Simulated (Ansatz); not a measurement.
A computed series for LiBr: thickness series

Consider LiBr in the rock salt structure (space group Fm-3m, No. 225; a = 5.411 Å). Axes: x, y, z lie along the cube axes.

Free-standing slabs (2 atom(s) a layer) normal to the z axis with 15 Å of vacuum; in-plane cell held at bulk.

Method: DFT with PBEsol, PAW potentials and a 420 eV plane-wave cutoff in Ansatz (a quantum-chemistry and plane-wave program), without spin-orbit coupling.

Notes on the quantities. layer's space group: with vacuum; excess energy per area of both faces: slab less bulk energy over the cell's area: twice a surface energy.

```tsv
case	smallest direct gap	band gap	layer's space group	excess energy per area of both faces	gap character
base	4.99 eV	4.98 eV	–	–	–
1 layer	4.98 eV	4.59 eV	P4/mmm (No. 123)	–	indirect, X → Γ
2 layers	5.05 eV	4.91 eV	P4/nmm (No. 129)	0.26 J/m²	indirect, Γ–X (70 % along) → Γ
3 layers	4.99 eV	4.90 eV	P4/mmm (No. 123)	0.31 J/m²	indirect, Γ–X (70 % along) → Γ
4 layers	4.97 eV	4.92 eV	P4/nmm (No. 129)	0.29 J/m²	indirect, Γ–X (57 % along) → Γ
5 layers	4.95 eV	4.92 eV	P4/mmm (No. 123)	0.30 J/m²	indirect, k = (0, 0.222, 0) in the run's primitive reciprocal basis → Γ
6 layers	4.94 eV	4.92 eV	P4/nmm (No. 129)	0.29 J/m²	indirect, k = (0, 0.222, 0) in the run's primitive reciprocal basis → Γ
7 layers	4.93 eV	4.92 eV	P4/mmm (No. 123)	0.30 J/m²	indirect, Γ–X (43 % along) → Γ
```

Slab and bulk use different k-meshes, which limits the precision of the excess energy. Stability against distortions was not tested. k-point labels follow each cell's own Brillouin zone.
